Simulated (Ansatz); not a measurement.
## Y: computed properties

These are results of DFT PBEsol, scalar-relativistic, plane waves, PAW in Ansatz 0.2.0, not measurements.

Cutoff 420 eV; k points 12×12×8 on the computed 2-atom cell (Γ-centred); Gaussian smearing, width 0.10 eV; no spin polarisation.

The structure is relaxed at this level of theory with its symmetry kept.

It takes space group P6_3/mmc (No. 194, hexagonal). Conventional cell: a = 3.598 Å, b = 3.598 Å, c = 5.585 Å, α = 90.00°, β = 90.00°, γ = 120.00°. Y (site symmetry -6m2) has 12 Y at 3.48 to 3.60 Å as nearest neighbours.

```
Volume per atom                                                   : 31.31 Å³
Formation energy from the elements' standard states (uncorrected) : 0.000 eV/atom
Kohn–Sham band gap                                                : none (metal)
Density of states at the Fermi level                              : 3.83 states/eV per cell
Löwdin character within 0.5 eV of the Fermi level                 : Y 4d 89 %, unprojected 5 %
Bulk modulus                                                      : 43 GPa
Its pressure derivative                                           : 2.7
```